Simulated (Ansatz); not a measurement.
# GaSb: energy along a strain

GaSb, F-43m, a = 6.118 Å (as given, not relaxed at this level: -0.2 GPa). Ansatz: PBEsol, PAW, 420 eV, Γ-centred 14×14×14 mesh on 2 atoms, Gaussian smearing 0.15 eV; no spin polarisation. Cell vectors (Å): 0.000 3.059 3.059; 3.059 0.000 3.059; 3.059 3.059 0.000. The cell is strained by x per cent times the pattern (1 0 0 0 0 0) in the order xx yy zz yz xz xy (engineering shears), with fractional coordinates held. y is the free energy over the start, V0 = 28.625 Å³/atom.

```tsv
x (%)	y (meV/atom)
-6.00	25.29
-4.50	13.71
-3.00	5.71
-1.50	1.18
0.00	0.00
1.50	2.04
3.00	7.17
4.50	15.24
5.25	?
6.00	26.10
```

Problem. Fit y = c1 x + c2 x² + c3 x³ to the other rows, get the stiffness along the pattern, and predict the missing energy.

Solution. Least squares on the rows shown. y = 0.30176 x + 0.71408 x² − 0.0065070 x³. The clamped-ion stiffness p·C·p = 2 × 7.141 eV × 160.2 / 28.625 Å³ = 80 GPa, which is C11 in these axes; c1 is there for the stress left in the start, which by itself gives a slope of 0.30 meV/atom per %. At x = 5.25 the fit asked for gives 20.32 meV/atom. The run gave 20.33 meV/atom, so the fit is 0.01 meV/atom too low, within the rms miss on the fitted rows (0.01 meV/atom).